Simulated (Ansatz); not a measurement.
Input and command of a plane-wave DFT calculation in Ansatz:

```yaml
crystal:
  lattice:
    - [2.7369678023, 0.0, 0.0]
    - [0.0, 2.7369678023, 0.0]
    - [0.0, 0.0, 24.6766424644]
  atoms:
    - { symbol: Ir, position: [0.5, 0.5, 0.3039311369] }
    - { symbol: Ir, position: [0.0, 0.0, 0.3823586822] }
    - { symbol: Ir, position: [0.5, 0.5, 0.4607862274] }
    - { symbol: Ir, position: [0.0, 0.0, 0.5392137726] }
    - { symbol: Ir, position: [0.5, 0.5, 0.6176413178] }
    - { symbol: Ir, position: [0.0, 0.0, 0.6960688631] }
basis:
  ecutwfc: 420
kpoints:
  mp_grid: { grid: [13, 13, 1] }
hamiltonian:
  xc: pbe
scf:
  occupations: { method: gaussian, width: 0.1 }
output:
  forces: true
  stress: true
  eigenvalues: true
  write_density: true
  write_potential: true
  elf: true
  volumetric_format: npy
efield:
  axis: 3
  dipole_correction: true
  ramp_width: 0.04
```

```bash
ansatz run input.yaml --threads 1 --pin off --max-ram 2560MiB --backend cpu --events-out ev --progress --plain --runs-dir out
```

Processor: Arm Neoverse V2, 1 thread, on a host shared with other jobs.

**Question.** Estimate time, memory and problem size.

**Answer.** About 34 s on 1 thread of Arm Neoverse V2 (shared host), peak memory 0.49 GiB. It solves 62 bands at 28 k points (the mesh reduced by symmetry) with about 3679 plane waves, in 9 SCF iterations.
